## Results and discussion: aluminium nitride under uniform stretching

The six cells hold the same wurtzite crystal, scaled uniformly about the given cell at 10.451 Å³ per atom. The gaps come from Quantum ESPRESSO with the semilocal functional PBEsol. The optical response is computed on the same states, without a correction of the gap and without attraction between the excited electron and its hole.

Wurtzite AlN: linear optical response from Yambo 5.3.0 (Hartree kernel) on Quantum ESPRESSO PBEsol states, with PseudoDojo 0.4.1 potentials and a 1142.88 eV wave cutoff. The k mesh is 12 × 12 × 6 for the printed gap and 3 × 3 × 4 for the response. The field lies along x, damping is 0.1 eV, the sums include 33 bands, and "independent" means without local fields.

| volume (Å³/atom) | c/a | shortest distance (Å) | gap on scf mesh (eV) | absorption peak (eV) | absorption peak height | dielectric static along field | dielectric static along field independent |
| --- | --- | --- | --- | --- | --- | --- | --- |
| 9.197 | 1.6001 | 1.814 | 4.945 | 8.844 | 19.769 | 5.029 | 5.332 |
| 9.615 | 1.6001 | 1.841 | 4.882 | 7.638 | 23.687 | 5.144 | 5.449 |
| 10.033 | 1.6001 | 1.867 | 4.496 | 7.236 | 22.904 | 5.274 | 5.581 |
| 10.451 | 1.6001 | 1.893 | 4.136 | 7.337 | 20.781 | 5.422 | 5.730 |
| 10.869 | 1.6000 | 1.918 | 3.799 | 7.035 | 24.691 | 5.589 | 5.899 |
| 11.287 | 1.6001 | 1.942 | 3.482 | 6.734 | 26.408 | 5.781 | 6.093 |

### 1. Which cell has the largest gap, and why?

The most compressed one has it, and the gap on scf mesh falls at every step as the cell grows. The top of the valence band consists mainly of nitrogen 2p states. The lowest conduction state at the zone centre is antibonding between aluminium and nitrogen, so it is pushed up when the atoms approach and comes down when they separate. This orbital picture is standard bonding theory; the table shows only its outcome. Gallium nitride has the same kind of band edges, and its gap is likewise known to widen under pressure.

### 2. Why does the gap hardly move in the first step?

Between the two smallest cells the printed gap drops by only 0.06 eV, while each later step costs 0.3 to 0.4 eV. The reason is a change in the kind of gap. In the smallest cell the lowest conduction state and the highest valence state lie at different crystal momenta, so the gap is indirect; in the other five it is direct. The direct gap, listed in the output after this text, shows no such irregularity and falls by 0.41 eV in that first step.

The numbers also limit how far the indirect gap can have moved. At 9.615 Å³ per atom it must be at least as large as the direct gap, 4.882 eV, because the direct gap is the smallest there. At 9.197 Å³ it is 4.945 eV. Compression has therefore raised it by 0.06 eV at most on the sampled points, far less than the direct gap. In compressed wurtzite AlN the competing conduction valley is known to lie at the K point, though the run doesn't print where its band edges are. So strong a compression probably lies beyond the change to the rocksalt structure, so a real sample may never show this indirect gap.

### 3. How much does one per cent of volume change the gap?

About 0.09 eV is the figure to remember. Around the given cell the direct gap changes by −8.8 to −8.6 eV per unit of the logarithm of volume, and one per cent is 0.01 of such a unit. The effect weakens steadily from the smallest cells to the largest, as suits an overlap of orbitals that changes fastest at short distance. The coefficient holds for uniform scaling. Under real pressure the axis ratio and the atomic positions inside the cell would also adjust, which these runs don't allow.

### 4. Stretching dilutes the electrons, so why does the dielectric constant rise?

Let $\varepsilon$ be the dielectric static along field and $V$ the volume per atom. Here $\varepsilon$ holds the response of the electrons only, with the nuclei held still and the field at right angles to the hexagonal axis. The response per unit volume, $\varepsilon-1$, is the response of each atom divided by $V$. If every atom kept its response, dilution alone would give the largest cell

$$\varepsilon = 1 + (5.029-1)\times\frac{9.197}{11.287} = 4.28 .$$

The calculation gives 5.78. The simple estimate fails even in direction. In this calculation the response per atom grows by 46 per cent, more than enough to outweigh the dilution. The true growth is probably smaller, for a reason given under question 7.

Perturbation theory says where such growth comes from. A static field polarises a crystal by mixing empty states into filled ones, and this mixing is easier when the energy between them is small. Weaker bonds bring filled and empty states closer together, and they also leave the electrons freer to shift. The falling direct gap shows the first effect for the lowest transition only. In AlN this one is expected to answer to a field along the hexagonal axis and not to the field applied here, which acts through transitions from slightly deeper states and many others. Closer levels and freer electrons belong together. The number of electrons fixes the total oscillator strength of all transitions, so a larger response per atom means that this strength has moved to lower energies.

### 5. Would the trend change if local fields were left out?

Hardly. Local fields arise because the charge set in motion by the applied field is uneven on the scale of the atoms and acts back on the electrons. The column dielectric static along field independent omits them and lies about 0.3 higher in every row. Over the series it rises by 0.76, against 0.75 with local fields. They matter for the value of the dielectric constant, while its trend is already present in the response of independent electrons.

### 6. Can the absorption peak be used to follow the gap?

No. The column gives the tallest point of the spectrum, which lies roughly 3 eV above the direct gap. In the first step it drops by 1.2 eV, three times as far as the direct gap. Between 10.033 and 10.451 Å³ it even moves up, though only by one point of the energy grid, 0.1 eV.

A likely cause is the sparse sampling of crystal momenta. It turns a smooth absorption band into separate spikes, and the tallest spike can change from one volume to the next. In the three largest cells the peak stays about 3.2 eV above the direct gap, which would fit a single spike that remains the tallest and shifts much like the direct gap. A run on a denser mesh, or a list of the transitions behind each peak, would test this explanation. Even a dense mesh would leave the gap too small and the attraction between electron and hole missing, so neither the position nor the height of the peak should be used to calibrate an optical measurement.

### 7. Which digits can be trusted?

For the gap, the changes deserve far more trust than the values. Two meshes of very different density agree to better than 1 meV, but that is a mild test, since both can contain the very points where the band edges lie. The larger error comes from the functional. The measured gap of AlN is roughly 6 eV, so the given cell falls short by about 2 eV, as much as the direct gap changes over the whole series.

For the dielectric constant, the direction of the change is credible, but its size and even the first decimal are not secure. The response was computed at only 36 crystal momenta. One of them is the point with the smallest direct gap, and it stands for a whole region in which the gap is mostly larger. Both the constant and its rise are therefore probably overstated. The set of empty bands was also cut through a degenerate level. The functional's small gap matters here too: moving the empty states up to their proper energies would lower $\varepsilon$, while including the attraction between electron and hole would raise it again in part. What the table supports is that the electrons of uniformly stretched AlN polarise more easily; the absolute value is better taken from a measurement. The matching quantity is the one measured with light too fast for the nuclei to follow but well below the gap in energy; the true static constant also contains the motion of the nuclei and is larger.

The analysis program printed:

```
Gap and its steps:
     row  direct gap in eV  step of printed gap in eV  step of direct gap in eV  direct gap change per unit ln V in eV
   9.197             5.295                        n/a                       n/a                                    n/a
   9.615             4.882                     -0.063                   -0.4134                                 -9.302
  10.033             4.496                     -0.386                   -0.3853                                 -9.054
  10.451             4.136                      -0.36                   -0.3602                                 -8.824
  10.869             3.799                     -0.337                   -0.3373                                 -8.601
  11.287             3.482                     -0.317                   -0.3168                                 -8.395
Peak and response:
     row  step of peak in eV  peak minus direct gap in eV  lowering of epsilon by local fields  (epsilon-1) times volume per atom in A^3
   9.197                 n/a                        3.549                                0.303                                     37.05
   9.615              -1.206                        2.756                                0.305                                     39.84
  10.033              -0.402                         2.74                                0.307                                     42.88
  10.451               0.101                        3.201                                0.308                                     46.21
  10.869              -0.302                        3.236                                 0.31                                     49.88
  11.287              -0.301                        3.252                                0.312                                     53.96
Volume increase over the series in percent: 22.72
Bond length increase over the series in percent: 7.056
Fall of the direct gap over the series in eV: 1.813
Direct gap minus printed gap in the most compressed cell in eV: 0.3501
Largest difference of the gap between the two k meshes in meV (table rounding included): 0.352
Rise of epsilon-1 over the series in percent: 18.66
Change of epsilon-1 by dilution alone in percent: -18.52
Epsilon of the most expanded cell by dilution alone: 4.283
Rise of response per atom over the series in percent: 45.63
Rise of epsilon with local fields: 0.752
Rise of epsilon without local fields: 0.761
Step of the energy grid of the spectrum in eV: 0.1005
Rough shortfall of the PBEsol gap in the given cell in eV: 1.864
```
